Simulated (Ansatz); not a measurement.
System: α-phase Li₃N. Method: PBEsol (plane waves, PAW; Ansatz, a quantum-chemistry and plane-wave program).

Settings: plane-wave cutoff 520 eV, 12×12×10 k mesh (along the axes of the cell as run), Fermi–Dirac smearing 0.01 eV, scalar-relativistic PAW data made under PBE.

Cell (relaxed at this level):

```yaml
crystal:
  lattice:
    - [1.80358, -3.12389, 0.00000]
    - [1.80358, 3.12389, 0.00000]
    - [0.00000, 0.00000, 3.84442]
  atoms:
    - { symbol: Li, position: [0.33333, 0.66667, 0.00000] }
    - { symbol: Li, position: [0.66667, 0.33333, 0.00000] }
    - { symbol: Li, position: [0.00000, 0.00000, 0.50000] }
    - { symbol: N, position: [0.00000, 0.00000, 0.00000] }
```

Problem. Give the computed bulk modulus B0, band gap, smallest direct gap on the k points sampled and pressure derivative B′ of the bulk modulus.

Solution. 
- bulk modulus B0: 54.6 GPa
- band gap: 1.09 eV (indirect)
- smallest direct gap on the k points sampled: 1.30 eV
- pressure derivative B′ of the bulk modulus: 3.8

Measured, for comparison: band gap 2.15 eV (4 K, zero-point motion not removed, indirect, optical absorption, E parallel c; as tabulated in Brendecke and Bludau (1979), doi:10.1063/1.326533). Computed (rounded) less measured: band gap -1.06 eV.

Note: the bulk modulus comes from volumes at which shape and atoms were relaxed.

The result took around 100 core-seconds (rough).
